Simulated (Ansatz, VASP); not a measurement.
# Two plane-wave programs on Pd

```
CELL_PARAMETERS angstrom
-1.57228 1.57228 1.57228
1.57228 -1.57228 1.57228
1.57228 1.57228 -1.57228
ATOMIC_POSITIONS crystal
Pd 0.00000 0.00000 0.00000
```

This isn't the form of Pd at room conditions, which is fcc.

Alike in both runs: task relaxation of cell and atoms; functional PBEsol; dispersion D3(BJ); k mesh 12 × 12 × 12; occupations fermi-dirac, width 0.05 eV; no spin polarisation.

```csv
,VASP,Ansatz
version,VASP 6.6.1,Ansatz 0.2.0
potentials or method,"VASP PAW PBE potentials, release 64 (Pd)",Ansatz PAW
plane-wave cutoff (eV),600,420
valence electrons in the cell,10,18
```

|  | VASP | Ansatz | Ansatz less VASP |
| --- | --- | --- | --- |
| gap on the k mesh at the Fermi level, each at its own relaxed structure (eV) | none | none | - |
| relaxed volume (Å³/atom) | 14.15 | 14.17 | +0.024 |
| relaxed cell length with the largest relative difference (Å) | 2.639 | 2.640 | +0.0015 |
| energy change over the relaxation (meV/atom) | -80 | -77 | +3.1 |

A gap of «none» marks a metal or a gap that the smearing closes. The two sets of potentials don't hold the same shells in valence.

Caveats: pairwise dispersion overbinds metals, which lowers pressure and volume; the PAW data sets were made with another functional, which shifts forces and pressure a little (VASP); the plane-wave basis is chosen anew once the cell has moved, so the energies of steps on either side of that aren't comparable (Ansatz); the PAW data sets come from PBE, with cores solved anew for the run's functional, which leaves a small shift of forces and pressure (Ansatz).
